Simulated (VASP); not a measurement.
Crystal: LiF (Griceite).

```
F Li
1.0
     0.00000    2.01400    2.01400
     2.01400    0.00000    2.01400
     2.01400    2.01400    0.00000
F Li
1 1
Direct
  0.50000 0.50000 0.50000
  0.00000 0.00000 0.00000
```

Base run:

```yaml
Program: VASP 6.6.1
Functional: PBE0
Potentials_or_basis: VASP PAW PBE potentials, release 64 (F, Li_sv)
Cutoff: 520 eV
k_mesh: 8 × 8 × 8
Occupations: gaussian, width 0.02 eV
Spin: no spin polarisation
```

Its results: band gap on the k mesh 12.14 eV, direct.

Problem. The run is repeated on the same cell with these changes: functional from PBE0 to r2SCAN-EpsX. What comes out?

Solution. Band gap on the k mesh 15.43 eV, direct.
